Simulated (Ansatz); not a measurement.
## AlP, space group F-43m: a point defect in a supercell, step by step

Computed with Ansatz's Python interface.

Typed at the interpreter:
```pycon
>>> import ansatz as az
>>> import numpy as np
>>> SCF_TOL = 1e-10
>>> XC = 'PBE'
>>> SMEARING = 'gaussian'
>>> SMEARING_WIDTH = 0.02
>>> crystal = (
...     az.Lattice.of((0.0, 2.7255, 2.7255), (2.7255, 0.0, 2.7255), (2.7255, 2.7255, 0.0))
...     .atom('Al', (0.0, 0.0, 0.0))
...     .atom('P', (0.25, 0.25, 0.25))
... )
>>> host = crystal.supercell(2)
>>> defective = host.vacancy('Al', at=(0.0, 0.0, 0.0))
>>> def prepare(structure):
...     return (
...         structure.calculation()
...         .pseudopotentials('paw')
...         .scf(tolerance=SCF_TOL)
...         .functional(XC)
...         .basis(19 * az.Ha)
...         .kpoints(2)
...         .occupations(SMEARING, width=SMEARING_WIDTH)
...         .band_table()
...     )
...
>>> perfect = prepare(host).run(threads=1).report
>>> setup = prepare(defective).forces()
>>> res = setup.run(threads=1)
>>> r = res.report
>>> r['published_state_doubts']
[]
>>> sorted(key for key in r if key.endswith('_ev'))
['eigenvalues_ev', 'energy_sigma0_ev', 'entropy_ts_ev', 'fermi_energy_ev', 'free_energy_ev', 'gap_by_band_count_ev', 'harris_foulkes_ev', 'internal_energy_ev', 'lagrangian_above_aufbau_ev', 'lagrangian_ev', 'lagrangian_sigma0_ev', 'loop_fermi_energy_ev', 'occupations_fermi_energy_ev', 'residual_norms_ev']
>>> r['n_iterations'], r['closed_by']
(9, 'deck_thresholds')
>>> n_host, n_defect = len(perfect['lattice']['sites']), len(r['lattice']['sites'])
>>> print(f'perfect cell: {n_host} atoms, F = {perfect["free_energy_ev"]:.4f} eV')
perfect cell: 16 atoms, F = -10354.6996 eV
>>> print(f'defect cell:  {n_defect} atoms, F = {r["free_energy_ev"]:.4f} eV')
defect cell:  15 atoms, F = -9812.8962 eV
>>> # chemical potentials are still to be added to this difference
>>> print(f'difference {r["free_energy_ev"] - perfect["free_energy_ev"]:.4f} eV (no chemical potentials)')
difference 541.8034 eV (no chemical potentials)
>>> pull = np.linalg.norm(r['forces_ev_ang'], axis=1)
>>> for atom in np.argsort(-pull)[:5]:
...     print(f'force on {res.lattice.sites[atom].symbol}{atom}: {pull[atom]:.3f} eV/A')
...
force on Al5: 0.132 eV/A
force on Al3: 0.132 eV/A
force on Al11: 0.132 eV/A
force on Al9: 0.132 eV/A
force on Al1: 0.132 eV/A
>>> for label, run in (('perfect', perfect), ('defect', r)):
...     levels, filled = np.array(run['eigenvalues_ev'][0]), np.array(run['occupations'][0])
...     top = int(np.argmin(np.abs(levels - run['fermi_energy_ev'])))
...     window = slice(max(top - 3, 0), top + 4)
...     print(label, 'levels near E_F at the first k-point:', ', '.join(f'{e - run["fermi_energy_ev"]:.2f} ({f:.2f})' for e, f in zip(levels[window], filled[window])))
...
perfect levels near E_F at the first k-point: -0.77 (2.00), -0.77 (2.00), -0.77 (2.00), 0.77 (0.00), 0.77 (0.00), 0.77 (0.00), 1.67 (0.00)
defect levels near E_F at the first k-point: -0.52 (2.00), -0.52 (2.00), -0.52 (2.00), 0.39 (0.00), 0.39 (0.00), 0.39 (0.00), 1.64 (0.00)
```

Total energies depend on the potentials; only differences at equal settings carry meaning. A total without «per atom» is that of the whole cell that was run. Extra carriers fill band states at a few k-points, so forces and energy hang on the mesh. The computed bands are complete only to about 2.0 eV above the Fermi level. A gap by band count of zero or less means overlapping bands, a metal, and at an odd count of electrons it is no gap at all. Of the deposited cell: the entry's cell lengths or inner coordinates differ somewhat from later room-temperature determinations. The atoms stand at ideal sites; relaxing them can change energy and levels by an eV or more. The difference holds no chemical potentials. Each cell's levels count from its own Fermi level and aren't aligned; one k-point can hide that the defect cell is metallic. The structure is a deposited one; some such entries were measured under pressure or heat, so a shift against it needn't be the functional's error alone. Gaps and levels are Kohn-Sham values on a finite set of k-points. The supercell is small, so the defect meets its images and the energies aren't those of an isolated defect; a partly filled defect level may also lower its energy by spin or distortion. For a charged cell the difference holds no correction, alignment or term for the electrons' reservoir. The whole script took 13 s on 1 thread of Intel(R) Xeon(R) Platinum 8259CL CPU @ 2.50GHz (Skylake/Cascade Lake), on a shared host, peak memory 0.64 GiB.
